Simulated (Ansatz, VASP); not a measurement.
# One calculation of Pd, two programs

File INCAR:

```
SYSTEM = Pd
PREC = Accurate
ENCUT = 520
EDIFF = 1E-7
ISMEAR = -1
SIGMA = 0.1
LREAL = .False.
LASPH = .True.
NELM = 80
ALGO = Normal
ISIF = 2
LWAVE = .False.
LCHARG = .False.
GGA = PE
NBANDS = 17
```

The input KPOINTS:

```
regular mesh
0
Gamma
  17 17 9
  0 0 0
```

Contents of POSCAR:

```
Pd
1.0
    2.4437680648      0.0000000000      0.0000000000
   -1.2218840324      2.1163652251      0.0000000000
    0.0000000000      0.0000000000      4.0572356270
Pd
2
Direct
    0.3333333333      0.6666666667      0.2500000000
    0.6666666667      0.3333333333      0.7500000000
```

Input for Ansatz:

```yaml
crystal:
  lattice:
    - [2.4437680648, 0.0, 0.0]
    - [-1.2218840324, 2.1163652251, 0.0]
    - [0.0, 0.0, 4.057235627]
  atoms:
    - { symbol: Pd, position: [0.3333333333, 0.6666666667, 0.25] }
    - { symbol: Pd, position: [0.6666666667, 0.3333333333, 0.75] }
kpoints:
  mp_grid: { grid: [17, 17, 9] }
scf:
  occupations: { method: fermi_dirac, width: 0.1 }
hamiltonian:
  xc: pbe
  pseudopotentials: { kind: all_electron, lapw: { basis_error: 0.001 } }
output:
  forces: true
  stress: true
  eigenvalues: true
  populations: true
```

Change from the starting cell: volume scaled by 0.68, LAPW.

Alike in both runs: task single point; functional PBE; k mesh 17 × 17 × 9; occupations fermi-dirac, width 0.1 eV; no spin polarisation.

|  | VASP | Ansatz |
| --- | --- | --- |
| version | VASP 6.6.1 | Ansatz 0.2.0 |
| potentials or method | VASP PAW PBE potentials, release 64 (Pd) | all-electron LAPW, scalar-relativistic |
| plane-wave cutoff (eV) | 520 | see its input |

```tsv
	VASP	Ansatz	Ansatz less VASP
pressure (GPa)	177.7	178.2	+0.48
largest component of the traceless stress (GPa)	0.06	0.08	+0.017
```

Ansatz ran all-electron here, so the differences hold the error of VASP's frozen core and of both bases.

Caveats: the cell as given lies far from equilibrium; so large a pressure means that the cell lies far from this level's equilibrium, or that cutoff or potentials fall short (VASP).
